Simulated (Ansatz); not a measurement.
**Stability checks on a candidate for KF**

It comes from a database structure that was distorted and then relaxed.

Level of theory: Ansatz, DFT PBE, scalar-relativistic, plane waves, PAW. The final run on the 2-atom cell used 420 eV, a Γ-centred 8×8×8 mesh, 0.02 eV smearing and no spin polarisation.

```
K F
1.0
     0.00000    2.71025    2.71025
     2.71025    0.00000    2.71025
     2.71025    2.71025    0.00000
K F
1 1
Direct
  0.50000 0.50000 0.50000
  0.00000 0.00000 0.00000
```

Formation energies are uncorrected and refer to the elements' standard structures at the same level (F₂ as a molecule).

Question: These tests were run: energy against the elements; random kick, then relaxation without symmetry; phonons on a 4×4×4 q mesh; elastic tensor. What do they show?

Answer:

| test | result |
| --- | --- |
| energy against the elements | −2.713 eV/atom |
| random kick, then relaxation without symmetry | returns |
| phonons on a 4×4×4 q mesh | no imaginary mode on the mesh |
| elastic tensor | least eigenvalue 14 GPa |

It fails none of these tests. Competing phases weren't compared here.

The kick test ran on a coarse mesh. The run for the phonons used an 8×8×8 k mesh. The run for the elastic tensor used an 8×8×8 k mesh.
